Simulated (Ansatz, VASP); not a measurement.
**Si: VASP beside Ansatz**

```
Si
1.0
     3.84720    0.00000    0.00000
    -1.92360    3.33177    0.00000
     0.00000    0.00000   18.44470
Si
4
Direct
  0.33333 0.66667 0.26958
  0.66667 0.33333 0.24397
  0.88889 0.11111 0.51314
  0.22222 0.77778 0.48753
```

Alike in both runs: task single point; functional PBE; dispersion D3(BJ); k mesh 9 × 9 × 1; occupations gaussian, width 0.1 eV; no spin polarisation.

|  | VASP | Ansatz |
| --- | --- | --- |
| version | VASP 6.6.1 | Ansatz 0.2.0 |
| potentials or method | VASP PAW PBE potentials, release 64 (Si) | scalar-relativistic, plane waves, PAW |
| plane-wave cutoff (eV) | 520 | 420 |
| valence electrons in the cell | 16 | 16 |

VASP gave:

```
gap on the k mesh at the Fermi level (eV) : 0.13
least direct gap on the mesh (eV)         : 0.13
rms of the force components (eV/Å)        : 0.082
```

Task: Estimate Ansatz's values.

Result: gap on the k mesh at the Fermi level (eV): 0.13; least direct gap on the mesh (eV): 0.13; rms of the force components (eV/Å): 0.084.

Atom by atom the forces differ by 0.004 eV/Å (rms over components).
